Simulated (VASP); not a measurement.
# KBr (P4mm) in VASP: further runs

One crystal, KBr, is run at these levels: PBE; tasks: single point.

Everything below comes from runs of VASP 6.6.1. Logs are shortened: lines on timing, memory, paths and dates and some standing lists are left out, and cuts for length are marked.

## 1. The cell of the first run

The structure is tetragonal, space group P4mm (No. 99). The conventional cell has a = 4.043 Å, b = 4.043 Å, c = 4.043 Å, α = 90.00°, β = 90.00°, γ = 90.00°. Around K (site symmetry 4mm) lie 8 Br at 3.47 to 3.54 Å. Br (site symmetry 4mm) is surrounded by 8 K at 3.47 to 3.54 Å.

Measurements of this composition are mostly on another form, of space group No. 225.

## 2. Single point, PBE

INCAR reads:

```
SYSTEM = KBr
PREC = Accurate
ENCUT = 520
EDIFF = 1E-6
ISMEAR = 0
SIGMA = 0.05
LREAL = .False.
LASPH = .True.
NELM = 100
ALGO = Normal
ISIF = 2
LWAVE = .False.
LCHARG = .True.
GGA = PE
LELF = .True.
LVHAR = .True.
NBANDS = 15
```

KPOINTS reads:

```
Automatic mesh
0
Gamma
  6 6 6
  0 0 0
```

POSCAR reads:

```
KBr
1.0
    4.0434990000      0.0000000000      0.0000000000
    0.0000000000      4.0434990000      0.0000000000
    0.0000000000      0.0000000000      4.0434990000
K Br
1 1
Direct
   -0.0154569100      0.0000000000      0.0000000000
    0.5000000000      0.5000000000      0.5000000000
```

Potentials or basis: VASP PAW PBE potentials, release 64 (K_sv, Br).

Command:

```
cat potpaw_PBE.64/K_sv/POTCAR potpaw_PBE.64/Br/POTCAR > POTCAR
mpirun -np 1 vasp_std > vasp.out
```

OUTCAR:

```text
SYSTEM = KBr
   PREC = Accurate
   ENCUT = 520
   EDIFF = 1E-6
   ISMEAR = 0
   LREAL = .False.
   LASPH = .True.
   NELM = 100
   ISIF = 2
   GGA = PE

 ion  position               nearest neighbor table
   1  0.985  0.000  0.000-
   2  0.500  0.500  0.500-

  LATTYP: Found a simple cubic cell.
 ALAT       =     4.0434990000

  Lattice vectors:

 A1 = (   4.0434990000,   0.0000000000,   0.0000000000)
 A2 = (   0.0000000000,   4.0434990000,   0.0000000000)
 A3 = (   0.0000000000,   0.0000000000,   4.0434990000)

Analysis of symmetry for initial positions (statically):
=====================================================================
 Subroutine PRICEL returns:
 Original cell was already a primitive cell.

 Routine SETGRP: Setting up the symmetry group for a
 simple cubic supercell.

 Subroutine GETGRP returns: Found  8 space group operations
 (whereof  8 operations were pure point group operations)
 out of a pool of 48 trial point group operations.

The static configuration has the point symmetry C_4v.

Analysis of symmetry for dynamics (positions and initial velocities):
=====================================================================
 Subroutine PRICEL returns:
 Original cell was already a primitive cell.

 Routine SETGRP: Setting up the symmetry group for a
 simple cubic supercell.

 Subroutine GETGRP returns: Found  8 space group operations
 (whereof  8 operations were pure point group operations)
 out of a pool of 48 trial point group operations.

The dynamic configuration has the point symmetry C_4v.

 Subroutine INISYM returns: Found  8 space group operations
 (whereof  8 operations are pure point group operations),
 and found     1 'primitive' translations

----------------------------------------------------------------------------------------

                                     Primitive cell

  volume of cell :      66.1107

  direct lattice vectors                    reciprocal lattice vectors
     4.043499000  0.000000000  0.000000000     0.247310559  0.000000000  0.000000000
     0.000000000  4.043499000  0.000000000     0.000000000  0.247310559  0.000000000
     0.000000000  0.000000000  4.043499000     0.000000000  0.000000000  0.247310559

  length of vectors
     4.043499000  4.043499000  4.043499000     0.247310559  0.247310559  0.247310559

  position of ions in fractional coordinates (direct lattice)
     0.984543090  0.000000000  0.000000000
     0.500000000  0.500000000  0.500000000

  ion indices of the primitive-cell ions
   primitive index   ion index
                 1           1
                 2           2

----------------------------------------------------------------------------------------

 KPOINTS: Automatic mesh

Automatic generation of k-mesh.
 Grid dimensions read from file:
 generate k-points for:    6    6    6

 Generating k-lattice:

  Cartesian coordinates                     Fractional coordinates (reciprocal lattice)
     0.041218427  0.000000000  0.000000000     0.166666667  0.000000000  0.000000000
     0.000000000  0.041218427  0.000000000     0.000000000  0.166666667  0.000000000
     0.000000000  0.000000000  0.041218427     0.000000000  0.000000000  0.166666667

  Length of vectors
     0.041218427  0.041218427  0.041218427

  Shift w.r.t. Gamma in fractional coordinates (k-lattice)
     0.000000000  0.000000000  0.000000000

 Subroutine IBZKPT returns following result:
 ===========================================

 Found     40 irreducible k-points:

 Following reciprocal coordinates:
            Coordinates               Weight
  0.000000  0.000000  0.000000      1.000000
  0.166667  0.000000  0.000000      2.000000
  0.000000  0.166667  0.000000      4.000000
  0.333333  0.000000  0.000000      2.000000
  0.000000  0.333333  0.000000      4.000000
  0.500000  0.000000  0.000000      1.000000
[... 16 lines left out ...]
  0.166667  0.166667  0.166667      8.000000
  0.333333  0.166667  0.166667      8.000000
 [... further k-points ...]
   k-points           NKPTS =     40   k-points in BZ     NKDIM =     40   number of bands    NBANDS=     15
   number of dos      NEDOS =    301   number of ions     NIONS =      2
   total plane-waves  NPLWV =  27000
   dimension x,y,z NGX =    30 NGY =   30 NGZ =   30
   dimension x,y,z NGXF=    60 NGYF=   60 NGZF=   60
   ions per type =               1   1
   NGX,Y,Z   is equivalent  to a cutoff of  12.33, 12.33, 12.33 a.u.
   NGXF,Y,Z  is equivalent  to a cutoff of  24.67, 24.67, 24.67 a.u.
 SYSTEM =  KBr
   PREC   = accura    normal or accurate (medium, high low for compatibility)
   ISTART =      0    job   : 0-new  1-cont  2-samecut
   ICHARG =      2    charge: 1-file 2-atom 10-const
   ISPIN  =      1    spin polarized calculation?
   LNONCOLLINEAR =      F non collinear calculations
   LSORBIT =      F    spin-orbit coupling
   LASPH  =      T    aspherical Exc in radial PAW
   ENCUT  =  520.0 eV  38.22 Ry    6.18 a.u.   7.52  7.52  7.52*2*pi/ulx,y,z
   NELM   =    100;   NELMIN=  2; NELMDL= -5     # of ELM steps
   EDIFF  = 0.1E-05   stopping-criterion for ELM
   LREAL  =      F    real-space projection
   EDIFFG = 0.1E-04   stopping-criterion for IOM
   NSW    =      0    number of steps for IOM
   IBRION =     -1    ionic relax: 0-MD 1-quasi-New 2-CG
   NFREE  =      0    steps in history (QN), initial steepest desc. (CG)
   ISIF   =      2    stress and relaxation
   ISYM   =      2    0-nonsym 1-usesym 2-fastsym
   POTIM  = 0.5000    time-step for ionic-motion
   TEBEG  =    0.0;   TEEND  =   0.0 temperature during run
   PSTRESS=    0.0 pullay stress
   NELECT =      16.0000    total number of electrons
   NUPDOWN=      -1.0000    fix difference up-down
   EMIN   =  10.00;   EMAX   =-10.00  energy-range for DOS
   EFERMI =   0.00;   METHOD = LEGACY
   ISMEAR =     0;   SIGMA  =   0.05  broadening in eV -4-tet -1-fermi 0-gaus
   EFERMI_NEDOS =   21; number of points for ismear=-14 and -15
   IALGO  =     38    algorithm
   IMIX   =      4    mixing-type and parameters
     AMIX     =   0.40;   BMIX     =  1.00
     AMIX_MAG =   1.60;   BMIX_MAG =  1.00
  volume/ion in A,a.u.               =      33.06       223.07
  Fermi-wavevector in a.u.,A,eV,Ry     =   1.020213  1.927923 14.161412  1.040834
  Thomas-Fermi vector in A             =   2.153770
   LORBIT       =      0    0 simple, 1 ext, 2 COOP (PROOUT), +10 PAW based schemes
   GGA     = PE    functional components
   LHFCALC =     F    Hartree Fock is set to
   AEXX    =    0.0000 exact exchange contribution
   IVDW    =     0    specifies the selected vdW correction
   LEPSILON=     F    determine dielectric tensor
   LRPA    =     F    only Hartree local field effects (RPA)
 non-spin polarized calculation
 Gauss-broadening in eV      SIGMA  =   0.05
  energy-cutoff  :      520.00
  volume of cell :       66.11
 maximum number of plane-waves:      1800
   NGX = 15   NGY = 15   NGZ = 15

 number of electron      15.9999999 magnetization

 Free energy of the ion-electron system (eV)
  ---------------------------------------------------
  ext. energy  EPLUGINS =         0.00000000
  ---------------------------------------------------
  free energy    TOTEN  =        -6.07722369 eV

  energy without entropy =       -6.07722369  energy(sigma->0) =       -6.07722369

 E-fermi :  -0.5155     XC(G=0):  -7.8243

 val. band max:       -0.7623384645   @ k =   0.0000   0.5000   0.5000
 cond. band min:       3.1010902612   @ k =   0.0000   0.0000   0.0000
 fundamental gap:      3.8634287257
 Fermi energy:        -0.5155360516

 k-point     1 :       0.0000    0.0000    0.0000
  band No.  band energies     occupation
      1     -29.4289      2.00000
      2     -13.5384      2.00000
      3     -12.8536      2.00000
      4     -12.8536      2.00000
      5     -12.8526      2.00000
      6      -1.0231      2.00000
      7      -1.0227      2.00000
      8      -1.0227      2.00000
      9       3.1011      0.00000
     10       5.0912      0.00000
     11       5.1002      0.00000
     12       8.8911      0.00000
     13       8.8969      0.00000
     14       8.8969      0.00000
     15      11.5370      0.00000

 k-point     2 :       0.1667    0.0000    0.0000
  band No.  band energies     occupation
      1     -29.4264      2.00000
      2     -13.5865      2.00000
      3     -12.8488      2.00000
      4     -12.8488      2.00000
      5     -12.7995      2.00000
      6      -1.5619      2.00000
      7      -1.0155      2.00000
      8      -1.0155      2.00000
      9       3.7200      0.00000
     10       5.3015      0.00000
     11       5.6502      0.00000
     12       8.8156      0.00000
     13       8.8156      0.00000
     14       9.0038      0.00000
     15      10.6081      0.00000

 k-point     3 :       0.0000    0.1667    0.0000
  band No.  band energies     occupation
      1     -29.4264      2.00000
      2     -13.5869      2.00000
      3     -12.8499      2.00000
      4     -12.8488      2.00000
      5     -12.7980      2.00000
      6      -1.5619      2.00000
      7      -1.0157      2.00000
      8      -1.0152      2.00000
      9       3.7201      0.00000
     10       5.3069      0.00000
     11       5.6427      0.00000
     12       8.8100      0.00000
     13       8.8167      0.00000
     14       9.0111      0.00000
     15      10.5798      0.00000

 k-point     4 :       0.3333    0.0000    0.0000
  band No.  band energies     occupation
      1     -29.4214      2.00000
      2     -13.6742      2.00000
      3     -12.8393      2.00000
      4     -12.8393      2.00000
      5     -12.6988      2.00000
      6      -2.3696      2.00000
      7      -1.0016      2.00000
      8      -1.0016      2.00000
      9       4.8982      0.00000
     10       5.8851      0.00000
     11       6.6776      0.00000
     12       8.7818      0.00000
     13       8.7818      0.00000
     14       9.0524      0.00000
     15       9.2626      0.00000
[... 307 lines left out ...]
 k-point    22 :       0.0000    0.5000    0.5000
  band No.  band energies     occupation
      1     -29.4095      2.00000
      2     -13.2949      2.00000
      3     -12.9941      2.00000
      4     -12.9941      2.00000
      5     -12.8203      2.00000
      6      -2.1443      2.00000
      7      -2.1443      2.00000
      8      -0.7623      2.00000
      9       4.4636      0.00000
     10       5.7450      0.00000
     11       7.2894      0.00000
     12       7.2894      0.00000
     13       9.5242      0.00000
     14       9.5242      0.00000
     15      10.1324      0.00000

 k-point    23 :       0.1667    0.1667    0.1667
  band No.  band energies     occupation
      1     -29.4215      2.00000
      2     -13.5831      2.00000
      3     -12.8835      2.00000
      4     -12.8833      2.00000
      5     -12.7248      2.00000
      6      -1.6154      2.00000
      7      -1.3674      2.00000
      8      -1.3669      2.00000
      9       4.7154      0.00000
     10       6.0808      0.00000
     11       6.0843      0.00000
     12       8.2458      0.00000
     13       8.2538      0.00000
     14       8.7561      0.00000
     15      10.8541      0.00000

 k-point    24 :       0.3333    0.1667    0.1667
  band No.  band energies     occupation
      1     -29.4167      2.00000
      2     -13.5728      2.00000
      3     -12.8973      2.00000
      4     -12.8722      2.00000
      5     -12.7253      2.00000
      6      -2.1817      2.00000
      7      -1.3489      2.00000
      8      -1.3366      2.00000
      9       5.5517      0.00000
     10       6.2733      0.00000
     11       6.7084      0.00000
     12       7.9038      0.00000
     13       8.1126      0.00000
     14       8.3154      0.00000
     15      10.5847      0.00000

 [... further k-points ...]

------------------------ aborting loop because EDIFF is reached ----------------------------------------

  FORCE on cell =-STRESS in cart. coord.  units (eV):
  Direction    XX          YY          ZZ          XY          YZ          ZX
  --------------------------------------------------------------------------------------
  -------------------------------------------------------------------------------------
  Total       -0.0138418     -0.0124313     -0.0124313     -0.0000000      0.0000000      0.0000000
  in kB       -0.3354519     -0.3012688     -0.3012688     -0.0000000      0.0000000      0.0000000
  external PRESSURE =      -0.3126631 kB  Pullay stress =       0.0000000 kB

 VOLUME and BASIS-vectors are now :
 -----------------------------------------------------------------------------
  energy-cutoff  :      520.00
  volume of cell :       66.11
      direct lattice vectors                 reciprocal lattice vectors
     4.043499000  0.000000000  0.000000000     0.247310559  0.000000000  0.000000000
     0.000000000  4.043499000  0.000000000     0.000000000  0.247310559  0.000000000
     0.000000000  0.000000000  4.043499000     0.000000000  0.000000000  0.247310559

 POSITION                                       TOTAL-FORCE (eV/Angst)
 -----------------------------------------------------------------------------------
      3.98100      0.00000      0.00000         0.034408     -0.000000      0.000000
      2.02175      2.02175      2.02175        -0.034408      0.000000     -0.000000
 -----------------------------------------------------------------------------------
    total drift:                               -0.000252      0.000000      0.000000

  FREE ENERGIE OF THE ION-ELECTRON SYSTEM (eV)
  ---------------------------------------------------
  free  energy   TOTEN  =        -6.0772236917 eV

  energy  without entropy=       -6.0772236917  energy(sigma->0) =       -6.07722369
```

Wall time 24 s (1 thread of Intel Xeon Platinum 8488C (Sapphire Rapids), shared host); peak memory 0.18 GiB.

What came out:

| Quantity | Value |
| --- | --- |
| Free energy | -6.0772 eV |
| Pressure | 0.0 GPa |
| Largest force | 0.034 eV/Å |
| Band gap on the k mesh | 3.86 eV, indirect (least direct gap 4.12 eV) |

Forces on the atoms (eV/Å):
```
K    0.034  0.000  0.000
Br  -0.034  0.000  0.000
```

## 3. Single point, PBE

INCAR reads:

```
ALGO = Fast
EDIFF = 1E-7
ENCUT = 520
GGA = PE
ISIF = 2
ISMEAR = 0
LASPH = T
LCHARG = F
LREAL = F
LWAVE = F
NBANDS = 15
NELM = 60
PREC = Accurate
SIGMA = 0.05
```

KPOINTS reads:

```
k-points
0
Gamma
  6 6 6
```

Changes to POSCAR since step 2:

```diff
@@ -8,3 +8,3 @@
 Direct
-   -0.0154569100      0.0000000000      0.0000000000
+   -0.1081983698      0.0000000000      0.0000000000
     0.5000000000      0.5000000000      0.5000000000
```

Potentials or basis: VASP PAW PBE potentials, release 64 (K_sv, Br).

Command:

```
cat potpaw_PBE.64/K_sv/POTCAR potpaw_PBE.64/Br/POTCAR > POTCAR
mpirun -np 1 vasp_std > vasp.out
```

It took 42 s on 1 thread of Intel Xeon Platinum 8488C (Sapphire Rapids), shared host; peak memory 0.18 GiB.

Results (log left out):

```
Free energy            : -6.0236 eV
Pressure               : 0.8 GPa
Largest force          : 0.257 eV/Å
Band gap on the k mesh : 3.91 eV, indirect (least direct gap 4.18 eV)
```

Forces on the atoms (eV/Å):
```
K    0.257  0.000  0.000
Br  -0.257  0.000  0.000
```

Stress tensor (GPa, compression positive):
```
0.64 0.00 0.00
0.00 0.91 0.00
0.00 0.00 0.91
```

Levels at points of the mesh, in eV from the valence-band top:
```csv
k point,band 5,band 6,band 7,band 8,band 9,band 10,band 11,band 12
"(0.00, 0.00, 0.00)",-11.96,-0.29,-0.27,-0.27,3.91,5.83,6.26,9.59
"(0.50, 0.00, 0.00)",-11.82,-1.89,-0.23,-0.23,6.60,6.96,7.80,9.32
"(0.00, 0.50, 0.00)",-11.74,-1.92,-0.28,-0.16,6.44,6.96,7.67,8.26
"(0.50, 0.50, 0.00)",-11.95,-1.39,-1.34,-0.06,5.29,6.56,8.13,8.26
"(0.00, 0.50, 0.50)",-11.98,-1.37,-1.37,0.00,5.35,6.82,8.16,8.16
"(0.50, 0.50, 0.50)",-12.11,-1.38,-1.38,-1.37,7.16,7.16,7.56,9.63
```

[end of part 1 of 2]
